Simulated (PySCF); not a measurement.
Structure problem from calculated spectra and properties.

Formula: C6H6O.

| Property | Result |
| --- | --- |
| 1H NMR | chemical shifts (computed TMS as zero) by class: 8.70 (1 H), 4.40 (1 H), 4.29 (1 H), 2.64 (3 H) ppm [GIAO PBE0/pcSseg-1] |
| Dipole | 1.57 D [PBE0/def2-SVPD] |
| UV, first state | lowest singlet excitation: 3.23 eV (384 nm, f = 0.078) [TDDFT PBE0/def2-SVPD] |
| Triplet | lowest triplet excitation (Tamm–Dancoff): 2.18 eV [TDA PBE0/def2-SVPD] |
| NMR, other nuclei | isotropic shieldings of nuclei other than C and H, by class: -393 (1 O) ppm [GIAO PBE0/pcSseg-1] |
| 13C NMR | chemical shifts (computed TMS as zero) by class: 190.9 (1 C), 154.1 (1 C), 143.3 (1 C), 125.0 (1 C), 70.3 (1 C), 37.8 (1 C) ppm [GIAO PBE0/pcSseg-1] |
| Polarisability | 76.5 au [PBE0/def2-SVPD] |
| Rotational structure | rotational constants A, B, C: 5.464, 1.890, 1.418 GHz [GFN2-xTB] |

Electronic properties: PySCF, gas phase, density fitting. Levels stand in brackets. One conformer (not necessarily the lowest) at the GFN2-xTB geometry, without solvent, vibrations or thermal averaging. NMR values are class means; diastereotopic atoms form classes of their own.

Question: What is the compound? Reason from the data.

Answer: Numbering: `[CH2:1]=[C:2]1[CH:3]=[C:4]1[C:5]([CH3:6])=[O:7]`. Its formula, C6H6O, gives 4 degrees of unsaturation: 1 ring and 3 π bonds in the structure found. 6 carbons fall into 6 classes; from least to most shielded: ketone carbonyl carbon [C5] (190.9 ppm), alkene CH carbon [C3] (154.1 ppm), fully substituted alkene carbon [C4] (143.3 ppm), fully substituted alkene carbon [C2] (125.0 ppm), terminal =CH2 carbon [C1] (70.3 ppm), methyl carbon next to a carbonyl [C6] (37.8 ppm). Hydrogen classes from least to most shielded: 1 H on an alkene CH carbon, C3 (8.70 ppm), 1 H on a terminal =CH2 carbon, C1 (4.40 ppm), 1 H on a terminal =CH2 carbon, C1 (4.29 ppm), 3 H on a methyl carbon next to a carbonyl, C6 (2.64 ppm). The other shieldings belong to: -393 ppm, ketone oxygen [O7]. S1 is mainly HOMO→LUMO (weight 0.98); the largest Löwdin shares of the orbital it empties are 0.38 on the terminal =CH2 carbon, 0.26 on a fully substituted alkene carbon, 0.12 on a fully substituted alkene carbon and 0.10 on the alkene CH carbon, of the orbital it fills 0.24 on the alkene CH carbon, 0.21 on the ketone oxygen, 0.20 on the ketone carbonyl carbon and 0.19 on a fully substituted alkene carbon. By its constants the optimised geometry is an asymmetric top. Structure: `C=C1C=C1C(C)=O`. Computed isomers that give other values at the same levels: `Oc1ccccc1` (13C chemical shifts (computed TMS as zero) by class: 163.8 (1 C), 135.3 (2 C), 124.8 (1 C), 118.7 (2 C) ppm); `C=C(C)C#CC=O` (13C chemical shifts (computed TMS as zero) by class: 180.7 (1 C), 141.5 (1 C), 134.1 (1 C), 102.0 (1 C), 95.3 (1 C), 26.0 (1 C) ppm); `C#CC(=C)C(C)=O` (13C chemical shifts (computed TMS as zero) by class: 197.8 (1 C), 146.8 (1 C), 133.2 (1 C), 92.3 (1 C), 86.9 (1 C), 32.8 (1 C) ppm). The assignments are read from this structure; whether some other isomer fits the data as well wasn't checked.

Conformer computed: `[CH2:1]=[C:2]1[CH:3]=[C:4]1[C:5]([CH3:6])=[O:7]`: C3–C4–C5–C6 174°.
